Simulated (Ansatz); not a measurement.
# Zn (P-1) in Ansatz: further runs

The runs below take Zn through relaxation of cell and atoms, with PBE.

All numbers are computed with Ansatz 0.2.0; they aren't measurements. Logs are shortened: lines on timing, memory, paths and dates and some standing lists are left out, and cuts for length are marked.

### 1 The cell of the first run

The typed cell holds 1 atom: a = 2.957 Å, b = 2.540 Å, c = 2.586 Å, α = 106.99°, β = 108.68°, γ = 110.68°.

### 2 Relaxation of cell and atoms, PBE (cell sheared at random, sigma 0.06, atoms nudged by 0.01 Å)

The input, input.yaml:

```yaml
crystal:
  lattice:
    - [-1.59358157, 1.77661514, 1.74602158]
    - [1.50392065, -1.5066388, 1.38638431]
    - [1.54411154, 1.45716877, -1.47604523]
  atoms:
    - { symbol: Zn, position: [0.0, 0.0, 0.0] }
hamiltonian:
  xc: pbe
  pseudopotentials: { kind: paw }
kpoints:
  mp_grid: { grid: [11, 12, 12] }
scf:
  occupations: { method: fermi_dirac, width: 0.05 }
output:
  forces: true
  stress: true
  eigenvalues: true
relax:
  f_tol: 0.01
  max_steps: 40
  cell: { stress_tol: 0.05 }
```

Potentials or basis: Ansatz PAW.

Command:

```bash
$ ansatz run input.yaml --threads 2 --pin off --max-ram 5632MiB --backend cpu --events-out ev --progress --plain --runs-dir out
```

Log:

```text
Warning: RAYON_NUM_THREADS=2 ignored (pool sized by the plan → 2); use --threads N
Engine: ansatz 0.2.0, aarch64-unknown-linux-gnu
Pseudopotentials: kind: paw
Pseudopotential: Zn, paw, valence charge 12, recommended cutoff 420 eV (normal), Zn.paw.azcp
Functional definition: PBE
  parameter kappa = 0.804
  parameter beta = 0.06672455060314922
  exchange = pbe_x(kappa = kappa, mu = beta*pi^2/3)
  correlation = pbe_c(beta = beta)
Crystal: 1 atoms, lattice volume = 15.311 Å³
Basis set: ecut = 420 eV, 303 PW (Γ), exchange–correlation on 40×36×36 points (8 copies of the dense FFT grid, shifted against one another)
Bands: 10, of which v1, the nominal top of the filled ones, is band 6 counted from 1 (5 counted from 0)
Symmetry: 2 space group operations
Space group: P-1 (ITA 2), of the structure as read, at distance tolerance 2.5e-5 Å
k-points: 794 of 1584
Non-local potential: Zn, projectors of the file, l = 0: 2, l = 1: 2, l = 2: 3, l = 3: 1
PAW form: soft (Blöchl's): semilocal exchange-correlation on the pseudo side does not see the compensation charge
PAW one-centre angular grid: Zn, 590 points (default); XC on 64 Gauss nodes
Initial density: superposition of atomic densities (neutral atoms: chi_scale 0, normalization atom), corrected by the library's trained network
Initial wavefunctions: pseudopotential atomic-orbital guess
Functional: x = pbe(κ = 0.804, μ = 0.2195149727645171), c = pbe(β = 0.06672455060314922)
SCF iter   1: F=—  HF=-3318.935655 eV  |F-HF|=—  |Δ(HF+E_count)|=         —  Δρ=1.92e-3  dr2=3.30e-4  ethr=1.77e-3  ⟨swp⟩=5.2  Hψ=51763  notcnv=0
preconditioner: auto → none  [metal: Δε(μ)=0.021 eV  Ē_g=17.268 eV  σ=0.050 eV  W_gap=0.10  n_scr=2 (ndim 8)  ℏωp=32.9 eV  f_vac=0.000  D(μ)=0.28/eV (n_scr^D=0)  sad-step TF]
SCF iter   2: F=—  HF=-3318.935469 eV  |F-HF|=—  |Δ(HF+E_count)|=   1.86e-4  Δρ=1.18e-3  dr2=9.26e-5  ethr=2.75e-6  ⟨swp⟩=2.0  Hψ=18798  notcnv=0
SCF iter   3: F=—  HF=-3318.935407 eV  |F-HF|=—  |Δ(HF+E_count)|=   6.20e-5  Δρ=4.07e-4  dr2=9.67e-6  ethr=7.71e-7  ⟨swp⟩=2.0  Hψ=12061  notcnv=0
SCF iter   4: F=—  HF=-3318.935412 eV  |F-HF|=—  |Δ(HF+E_count)|=   5.02e-6  Δρ=9.99e-5  dr2=7.18e-7  ethr=8.06e-8  ⟨swp⟩=2.0  Hψ=12693  notcnv=0
iter 5 did not close the SCF: its close was put off for the readings that it lacked (scf_convergence_deferred on its scf_iter line)
SCF iter   5: F=-3318.935413 eV  HF=-3318.935413 eV  |F-HF|=7.42e-9  |Δ(HF+E_count)|=   6.52e-7  Δρ=1.65e-5  dr2=2.35e-8  ethr=5.98e-9  ⟨swp⟩=2.0  Hψ=12692  notcnv=0
SCF iter   6: F=-3318.935413 eV  HF=-3318.935413 eV  |F-HF|=4.26e-10  |Δ(HF+E_count)|=   1.18e-8  Δρ=1.98e-6  dr2=3.81e-10  ethr=1.96e-10  ⟨swp⟩=2.3  Hψ=28814  notcnv=0
SCF 1 converged in 6 iterations: F = -3318.935413 eV  dr2 = 3.81e-10
[... 167 lines left out ...]
SCF iter   2: F=—  HF=-3319.019408 eV  |F-HF|=—  |Δ(HF+E_count)|=   5.12e-7  Δρ=1.71e-5  dr2=1.99e-8  ethr=2.08e-9  ⟨swp⟩=2.0  Hψ=12204  notcnv=0
SCF iter   3: F=-3319.019408 eV  HF=-3319.019408 eV  |F-HF|=3.76e-9  |Δ(HF+E_count)|=   2.46e-8  Δρ=7.61e-6  dr2=6.46e-9  ethr=9.49e-11  ⟨swp⟩=5.0  Hψ=29165  notcnv=0
SCF 17 converged in 3 iterations: F = -3319.019408 eV  dr2 = 6.46e-9
relax step  17: F+E_penalty+E_count = -3319.01940818 eV  Δ(F+E_penalty+E_count) = -6.954e-6 eV  max|allowed force component| = 0.000e0 eV/Å  Δτ_max = 0.0000 Å  P = +0.004 GPa  Ω = 15.622 Å³  energy of the carried Pulay correction = -3.720e-5 eV  (3 SCF iters, dr2 threshold 1.14e-8 eV, accepted)
iter 1 solved again at ethr=1.11e-6 eV; its pass at ethr=3.10e-3 eV (dr2=1.34e-4 eV) is discarded
SCF iter   1: F=—  HF=-3319.019438 eV  |F-HF|=—  |Δ(HF+E_count)|=         —  Δρ=8.54e-5  dr2=2.80e-8  ethr=1.11e-6  ⟨swp⟩=2.2  Hψ=70685  notcnv=0
eigensolver tolerance schedule: the retry pair's looser diagonalisation over-reported the residual by 4779.19 of it (diagonalisation noise at an unbounded share of the residual, at the tolerance the schedule requests for it); recorded, not acted on — ethr = c·dr2/N_el stays at c = 1.0e-1
SCF iter   2: F=—  HF=-3319.019442 eV  |F-HF|=—  |Δ(HF+E_count)|=   3.91e-6  Δρ=4.40e-5  dr2=1.43e-8  ethr=2.33e-10  ⟨swp⟩=2.4  Hψ=13708  notcnv=0
SCF iter   3: F=—  HF=-3319.019443 eV  |F-HF|=—  |Δ(HF+E_count)|=   8.87e-7  Δρ=1.96e-5  dr2=2.63e-9  ethr=1.19e-10  ⟨swp⟩=2.0  Hψ=12024  notcnv=0
SCF iter   4: F=-3319.019443 eV  HF=-3319.019443 eV  |F-HF|=1.79e-10  |Δ(HF+E_count)|=   2.26e-7  Δρ=5.82e-7  dr2=3.99e-12  ethr=1.00e-12  ⟨swp⟩=5.1  Hψ=41292  notcnv=0
SCF 18 converged in 4 iterations: F = -3319.019443 eV  dr2 = 3.99e-12
relax step  18: F+E_penalty+E_count = -3319.01944289 eV  Δ(F+E_penalty+E_count) = -3.472e-5 eV  max|allowed force component| = 0.000e0 eV/Å  Δτ_max = 0.0000 Å  P = +0.003 GPa  Ω = 15.622 Å³  stress off target by 1.62e-2 GPa  SCF on the basis re-selected at this cell (its energy is not comparable with the rows above)  (4 SCF iters)
basis re-selected at this cell: Δ(F+E_penalty+E_count) = -3.472e-5 eV, ΔP = -0.001 GPa vs the last step (what re-selecting the basis moved, of the pressure what is left beyond the Pulay correction that the steps carried, after the strain that the cell walked since its last selection, with what the two solves' SCF thresholds leave and, on support functions, any second-order correction that the steps lacked; it is no measure of the basis error at this ecutwfc). This SCF's stress stands 1.62e-2 GPa from its target on what of the cell is left free (relax.cell.stress_tol is 5.00e-2 GPa) and its largest allowed force component is 0.00e0 eV/Å (relax.f_tol is 1.00e-2 eV/Å): within both
SCF converged after 4 iterations
Free energy (F): -3319.019443 eV
Harris-Foulkes:  -3319.019443 eV  (|F-HF|=1.79e-10)
Internal energy: -3319.018236 eV  (E = F + TS)
E sigma→0 (E₀):  -3319.018840 eV
Entropy (-TS):   -0.001206 eV (-1.206 meV/atom)
Fermi energy:    10.596796 eV
--- Per-component energies (eV) ---
  E_band       = 44.416240
  E_kinetic    = 130.895278
  E_local      = -1561.779199  (includes V_loc(G=0)·N_el)
  E_nonlocal   = 610.377966
  E_hartree    = 654.441903
  E_xc         = -137.680796
  E_vxc        = -52.555124  (∫ρ·V_xc dr)
  E_paw        = -1824.600450  (= ΣΔE_a)
  E_vpaw       = -391.406118  (= ΣTr[D̂ρ^β])
  E_aug_tail   = -0.000370  (compensation charges beyond the density's cutoff)
  E_ewald      = -1190.672568
  E_smearing   = -0.001206  (= −TS)
  E_closure    = 0.000000  (closes the sum)
  Σ components = -3319.019443   (vs F -3319.019443, Δ=0.00e0)
--- Forces (eV/Å), atoms counted from 1 ---
  atom   1  Zn     0.00000000     0.00000000     0.00000000
  max |Σ_I F_I| component: 0.00e0 eV/Å
--- Stress (GPa, compression-positive) ---
        0.012448      -0.004887       0.005634
       -0.004887       0.000315      -0.003723
        0.005634      -0.003723      -0.004931
  P = ⅓ Tr σ = 0.0026 GPa (0.026 kbar)
--- Band table (eV; the first three rows and the last of 794) ---
  k-point 0: bands = ["0.4357", "2.6805", "2.9816", "3.1597", "3.3791", "3.5640", "22.5400", "26.2657", "27.5420", "31.0262"]
  k-point 1: bands = ["0.6838", "2.7147", "3.0133", "3.1523", "3.3527", "3.5438", "22.1025", "26.5745", "27.2868", "30.0006"]
  k-point 2: bands = ["1.3965", "2.7829", "3.0396", "3.2264", "3.3055", "3.4948", "21.3603", "25.2126", "25.5573", "29.1961"]
  k-point 793: bands = ["2.3441", "2.9985", "3.1222", "3.2317", "3.4671", "5.1013", "11.1683", "23.8966", "24.5494", "31.1491"]
--- Relaxed structure (16 steps of the walk, 14 accepted, 2 SCFs on fresh bases) ---
  F+E_penalty+E_count = -3319.01944289 eV   max|allowed force component| = 0.000e0 eV/Å   (the final SCF, on the basis selected at the relaxed cell)
  cell:  # Å, volume = 15.6223 Å³
    - [-1.2991257773816927, 1.8907879738499227, 1.7707863893434996]
    - [1.3011814115809364, -1.714019452189402, 1.5871312912159041]
    - [1.2990928579815058, 1.696131140284985, -1.6080674953502396]
  atoms:
    - { symbol: Zn, position: [0.0, 0.0, 0.0] }
```

It took 1.7 min on 2 threads of Arm Neoverse V1, shared host; peak memory 0.44 GiB.

What came out:

```yaml
Free_energy: -3319.0194 eV
Relaxed_volume: 15.62 Å³/atom
Relaxed_cell: a = 2.898 Å, b = 2.674 Å, c = 2.674 Å, α = 121.81°, β = 99.87°, γ = 105.88°
Space_group_after_relaxing_to_0.05_Å: C2/m (No. 12)
Energy_gained_by_relaxing: 84.0 meV/atom
Ionic_steps: 16
Pressure_after_relaxing: 0.0 GPa
Band_gap_on_the_k_mesh: none (metal or under the smearing width)
```

The path:
```tsv
step	energy change (eV)	largest force (eV/Å)	volume (Å³)
1	0.0000	0.0000	15.31
2	-0.0176	0.0000	15.46
3	-0.0412	0.0000	15.45
4	-0.0614	0.0000	15.30
5	-0.0776	0.0000	15.27
6	-0.0800	0.0000	15.67
7	-0.0808	0.0000	15.58
8	-0.0812	0.0000	15.68
9	-0.0816	0.0000	15.57
10	-0.0816	0.0000	15.56
11	-0.0816	0.0000	15.56
12	-0.0839	0.0000	15.56
13	-0.0840	0.0000	15.60
14	-0.0840	0.0000	15.63
15	-0.0840	0.0000	15.62
16	-0.0840	0.0000	15.62
```

Final structure:
```cif
data_structure
_symmetry_space_group_name_H-M 'P 1'
_symmetry_Int_Tables_number 1
_cell_length_a 2.8980
_cell_length_b 2.6739
_cell_length_c 2.6740
_cell_angle_alpha 121.812
_cell_angle_beta 99.869
_cell_angle_gamma 105.883
_cell_volume 15.62
loop_
_atom_site_label
_atom_site_type_symbol
_atom_site_fract_x
_atom_site_fract_y
_atom_site_fract_z
_atom_site_occupancy
Zn1 Zn 0.00000 0.00000 0.00000 1
```

Caveat: the plane-wave basis is chosen anew once the cell has moved, so the energies of steps on either side of that aren't comparable.

### 3 Relaxation of cell and atoms, PBE, target pressure 2 GPa, at which the enthalpy is minimised (cell sheared at random, sigma 0.06, atoms nudged by 0.01 Å)

Changes to input.yaml since step 2:

```diff
@@ -21,2 +21,2 @@
   max_steps: 40
-  cell: { stress_tol: 0.05 }
+  cell: { stress_tol: 0.05, p_target: 2.0 }
```

Potentials or basis: Ansatz PAW.

Command:

```bash
$ ansatz run input.yaml --threads 2 --pin off --max-ram 5632MiB --backend cpu --events-out ev --progress --plain --runs-dir out
```

It took 83 s on 2 threads of Arm Neoverse V1, shared host; peak memory 0.43 GiB.

Results (log left out):

```
Free energy                                            : -3319.0168 eV
Relaxed volume                                         : 15.18 Å³/atom
Relaxed cell                                           : a = 2.861 Å, b = 2.652 Å, c = 2.654 Å, α = 121.68°, β = 99.96°, γ = 106.01°
Space group after relaxing (to 0.05 Å)                 : C2/m (No. 12)
Energy change on relaxing (the enthalpy is what falls) : -81.3 meV/atom
Ionic steps                                            : 14
Pressure after relaxing                                : 2.0 GPa
Band gap on the k mesh                                 : none (metal or under the smearing width)
```

Step by step:
| step | energy change (eV) | largest force (eV/Å) | volume (Å³) |
| --- | --- | --- | --- |
| 1 | 0.0000 | 0.0000 | 15.31 |
| 2 | -0.0157 | 0.0000 | 15.12 |
| 3 | -0.0378 | 0.0000 | 14.96 |
| 4 | -0.0566 | 0.0000 | 14.87 |
| 5 | -0.0714 | 0.0000 | 14.90 |
| 6 | -0.0809 | 0.0000 | 15.34 |
| 7 | -0.0787 | 0.0000 | 15.13 |
| 8 | -0.0793 | 0.0000 | 15.17 |
| 9 | -0.0794 | 0.0000 | 15.14 |
| 10 | -0.0794 | 0.0000 | 15.14 |
| 11 | -0.0808 | 0.0000 | 15.14 |
| 12 | -0.0813 | 0.0000 | 15.17 |
| 13 | -0.0813 | 0.0000 | 15.18 |
| 14 | -0.0813 | 0.0000 | 15.18 |

Final structure:
```yaml
crystal:
  lattice:
    - [-1.29164, 1.86367, 1.74397]
    - [1.29313, -1.69935, 1.57340]
    - [1.29240, 1.68293, -1.59409]
  atoms:
    - { symbol: Zn, position: [0.00000, 0.00000, 0.00000] }
```

Levels at points of the mesh, in eV from the Fermi level:
```
             k point  band 4  band 5  band 6  band 7  band 8  band 9
  (0.00, 0.00, 0.00)   -7.51   -7.29   -7.08   12.40   16.14   17.20
 (0.00, 0.00, -0.50)   -6.99   -6.81   -1.94    0.47    9.94   12.60
 (0.00, -0.50, 0.00)   -6.95   -6.80   -1.58    1.01    8.69   11.27
(0.00, -0.50, -0.50)   -7.40   -6.82   -3.12   -1.70   16.35   17.62
```

Caveat: the plane-wave basis is chosen anew once the cell has moved, so the energies of steps on either side of that aren't comparable.

### 4 Relaxation of cell and atoms, PBE, target pressure 5 GPa, at which the enthalpy is minimised (cell sheared at random, sigma 0.06, atoms nudged by 0.01 Å)

Changes to input.yaml since step 3:

```diff
@@ -21,2 +21,2 @@
   max_steps: 40
-  cell: { stress_tol: 0.05, p_target: 2.0 }
+  cell: { stress_tol: 0.05, p_target: 5.0 }
```

Command:

```bash
$ ansatz run input.yaml --threads 2 --pin off --max-ram 5632MiB --backend cpu --events-out ev --progress --plain --runs-dir out
```

It took 75 s on 2 threads of Arm Neoverse V1, shared host; peak memory 0.44 GiB.

The run converged. Its results:

```yaml
Free_energy: -3319.0049 eV
Relaxed_volume: 14.63 Å³/atom
Relaxed_cell: a = 2.814 Å, b = 2.625 Å, c = 2.628 Å, α = 121.48°, β = 99.93°, γ = 106.29°
Space_group_after_relaxing_to_0.05_Å: C2/m (No. 12)
Energy_change_on_relaxing_the_enthalpy_is_what_falls: -69.5 meV/atom
Ionic_steps: 12
Pressure_after_relaxing: 5.0 GPa
Band_gap_on_the_k_mesh: none (metal or under the smearing width)
```

Step by step:
```
step  energy change (eV)  largest force (eV/Å)  volume (Å³)
   1              0.0000                0.0000        15.31
   2             -0.0067                0.0000        14.62
   3             -0.0215                0.0000        14.32
   4             -0.0403                0.0000        14.25
   5             -0.0536                0.0000        14.40
   6             -0.0636                0.0000        14.49
   7             -0.0665                0.0000        14.58
   8             -0.0678                0.0000        14.60
   9             -0.0683                0.0000        14.61
  10             -0.0690                0.0000        14.61
  11             -0.0695                0.0000        14.63
  12             -0.0695                0.0000        14.63
```

Final structure:
```
Zn
1.0
    -1.28108    1.83258    1.70816
     1.28309   -1.68173    1.55380
     1.28376    1.66782   -1.57293
Zn
1
Direct
  0.00000 0.00000 0.00000
```

Levels at points of the mesh, in eV from the Fermi level:
```tsv
k point	band 4	band 5	band 6	band 7	band 8	band 9
(0.00, 0.00, 0.00)	-7.60	-7.38	-7.14	12.99	16.74	17.55
(0.00, 0.00, -0.50)	-7.04	-6.87	-2.12	0.48	10.32	12.88
(0.00, -0.50, 0.00)	-6.99	-6.86	-1.72	1.08	8.97	11.40
(0.00, -0.50, -0.50)	-7.46	-6.87	-3.29	-1.67	16.68	18.21
```

Caveat: the plane-wave basis is chosen anew once the cell has moved, so the energies of steps on either side of that aren't comparable.

### 5 Overview

| cell | target pressure (GPa) | gap on the mesh (eV) | pressure (GPa) |
| --- | --- | --- | --- |
| relaxed from: cell sheared at random, sigma 0.06, atoms nudged by 0.01 Å | 0 | none | 0.0 |
| relaxed to 2 GPa from: cell sheared at random, sigma 0.06, atoms nudged by 0.01 Å | 2 | none | 2.0 |
| relaxed to 5 GPa from: cell sheared at random, sigma 0.06, atoms nudged by 0.01 Å | 5 | none | 5.0 |

Alike in all rows: task relaxation of cell and atoms; level PBE; potentials or basis Ansatz PAW; no spin polarisation; k mesh 11 × 12 × 12; cutoff (eV) 420; smearing fermi-dirac 0.05 eV.

Caveats: the plane-wave basis is chosen anew once the cell has moved, so the energies of steps on either side of that aren't comparable.

Absolute energies hang on the potentials; compare differences alone.
